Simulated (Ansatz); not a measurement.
Band transport in BAs

All numbers below come from DFT PBEsol, scalar-relativistic, plane waves, PAW (Ansatz). Plane waves to 420 eV; Γ-centred k mesh 10×10×10; Gaussian smearing of 0.02 eV. No spin polarisation.

The cell, relaxed at this level:
```
B As
1.0
     0.00000    2.38394    2.38394
     2.38394    0.00000    2.38394
     2.38394    2.38394    0.00000
B As
1 1
Direct
  0.00000 0.00000 0.00000
  0.75000 0.75000 0.75000
```

Constant relaxation time and rigid bands. The levels are interpolated over the whole zone and filled by a Fermi function at the stated temperature, with the chemical potential set by the electron count. The Kohn–Sham gap on the mesh is 1.08 eV and isn't corrected.

**Question.** Give the Seebeck coefficient (μV/K; xx, yy, zz) and the conductivity masses (m_e; principal values, sorted) at 600 K against doping (cm⁻³).

**Answer.**
```csv
doping,S,m*
n 1e18,-610 -610 -610,0.32 0.32 0.32
n 1e19,-412 -412 -412,0.32 0.32 0.32
n 1e20,-222 -222 -222,0.33 0.33 0.33
n 1e21,-82 -82 -82,0.38 0.38 0.38
p 1e18,586 586 586,0.32 0.32 0.32
p 1e19,388 388 388,0.32 0.32 0.32
p 1e20,199 199 199,0.33 0.33 0.33
p 1e21,61 61 61,0.36 0.36 0.36
```

**Question.** At 10¹⁸ cm⁻³, which carrier is lighter?

**Answer.** They are alike, 0.32 and 0.32 m_e.

Cost: 1 run of about 1.7 core-minutes, on Intel Xeon 6975P-C (Granite Rapids) (shared hosts).